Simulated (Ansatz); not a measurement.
Input of an Ansatz 0.2.0 run:

Contents of run.py:

```python
import json

import ase.io
import numpy as np

import ansatz as az

atoms = ase.io.read("POSCAR", format="vasp")

calculation = (
    az.Crystal.from_ase(atoms)
    .calculation()
    .basis(cutoff=500.0)
    .kpoints(5, 5, 3)
    .functional("r2scan0", dispersion="d3bjatm")
    .pseudopotentials(kind="nc", source="spms")
    .scf(extra_bands=16)
    .occupations(method="methfessel_paxton", width=0.1)
    .forces()
    .stress()
    .band_table(publish=True)
)
outcome = calculation.run(threads=2, events_out="events.jsonl")

report = outcome.report
for line in open("events.jsonl"):
    event = json.loads(line)
    if event["event"] == "scf_iter":
        d = event["data"]
        print(f"SCF {d['iter']:3d}  HF = {d['harris_foulkes_ev']:.6f} eV  dr2 = {d['dr2_ev']:.2e} eV")
    elif event["event"] in ("relax_step", "md_step"):
        d = event["data"]
        print(f"{event['event']} {d['step']:3d}  E = {d['lagrangian_ev']:.6f} eV")
np.set_printoptions(precision=5, suppress=True, linewidth=110)
print("converged:", report["converged"], "after", report["n_iterations"], "iterations")
print(f"free energy {report['free_energy_ev']:.6f} eV, Fermi level {report['fermi_energy_ev']:.4f} eV")
for key in ("band_edges_ev", "magnetization_mub", "site_moments_mub", "site_moments_nc_mub", "forces_ev_ang",
                "stress_gpa"):
    if report.get(key) is not None:
        print(key, np.array(report[key]), sep="\n")
```

The input POSCAR:

```
ZrS2
1.0
    3.6913825498      0.0000000000      0.0000000000
   -1.8456912749      3.1968310632      0.0000000000
    0.0000000000      0.0000000000      6.0410770100
Zr S
1 2
Direct
    0.0000000000      0.0000000000      0.0000000000
    0.3333333333      0.6666666667      0.2379099700
    0.6666666667      0.3333333333      0.7620900300
```

Potentials or basis: SPMS NC.

Launch:

```console
$ python run.py
```

Task: Estimate the pressure.

Result: -1.6 GPa.

Task: Predict the largest force.

Result: 0.126 eV/Å.

Stress tensor (GPa, compression positive):
```
-1.58  0.00  0.00
 0.00 -1.58  0.00
 0.00  0.00 -1.79
```

Caveat: the meta-GGA runs on potentials made for a GGA; the potentials were made for another functional, which shifts forces and pressure; the cutoff lies under the one recommended for these potentials; the thresholds are loose for stress.
